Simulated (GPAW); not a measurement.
**Ga in GPAW: convergence with plane-wave cutoff (eV)**

Input of the first run (plane-wave cutoff (eV) 200); the others differ in this setting and in those tied to it:

Contents of run.py:

```python
from ase.dft.bandgap import bandgap
from ase.io import read, write
from ase.units import GPa
from gpaw import GPAW, PW

atoms = read('Ga.xyz')

calc = GPAW(mode=PW(200),
            xc='MGGA_X_R2SCAN+MGGA_C_R2SCAN',
            kpts={'size': (4, 4, 6), 'gamma': True},
            occupations={'name': 'fermi-dirac', 'width': 0.05},
            nbands=10,
            convergence={'density': 1e-05, 'energy': 1e-05},
            maxiter=100,
            txt='gpaw.txt')
atoms.calc = calc
energy = atoms.get_potential_energy()
forces = atoms.get_forces()
stress = atoms.get_stress()
calc.write('gs.gpw')
write('result.traj', atoms)
print(f'Energy: {energy:.6f} eV')
print('Forces (eV/A):')
print(forces.round(4))
print('Stress (GPa):', (stress / GPa).round(3))
print('Fermi level:', round(calc.get_fermi_level(), 4), 'eV')
print(f'Gap: {bandgap(calc)[0]:.4f} eV, direct: {bandgap(calc, direct=True)[0]:.4f} eV')
```

The input Ga.xyz:

```xyz
2
Lattice="4.4494738250 0.0000000000 0.0000000000 -2.2247369125 3.8533573659 0.0000000000 0.0000000000 0.0000000000 2.7652000000" Properties=species:S:1:pos:R:3 pbc="T T T"
Ga    -0.0521656311      2.5825894671      1.4512737420
Ga     2.3055860766      1.4321503587      1.4410729192
```

Potentials or basis: GPAW PAW data sets (gpaw-data 1.2.1), pw.

Run with:

```console
$ OMP_NUM_THREADS=1 python run.py
```

The cell isn't the ideal one: atoms moved at random, drawn with an rms of 0.15 Å.

The cell was built by a generator and needn't be a form met in nature.

Hardware: 1 thread of Arm Neoverse V1, with other jobs on the host.

**Question.** The values tried are 200, 250, 300, 350, 400, 500, 600, 800, 1000, loosest first. From which on does the energy stay within 1 meV/atom of the tightest run that finished?

**Answer.** From 250 on.

```csv
plane-wave cutoff (eV),"energy less the tightest run, at zero smearing (meV/atom)",pressure (GPa),largest force (eV/Å),SCF cycles,CPU time (s),peak memory (GiB)
200,-2.21,-0.34,1.282,14,17,0.16
250,0.52,-0.36,1.277,15,27,0.16
300,0.86,-0.46,1.280,15,28,0.16
350,0.78,-0.44,1.280,14,24,0.17
400,0.98,-0.46,1.280,15,41,0.17
500,0.77,-0.46,1.281,15,50,0.19
600,0.68,-0.47,1.281,15,66,0.2
800,0.18,-0.47,1.281,15,98,0.23
1000,0.00,-0.46,1.281,15,170,0.26
```

Against the tightest run, the pressure stays within 0.1 GPa from 300 on; the largest force stays within 0.005 eV/Å from 200 on. The tightest run that finished is the yardstick and may itself not be fully converged.

Caveat, for the tightest run too: the k mesh is coarse (spacing up to 0.41 Å⁻¹), so the values aren't converged; the PAW data sets were made with another functional, which shifts forces and pressure a little.
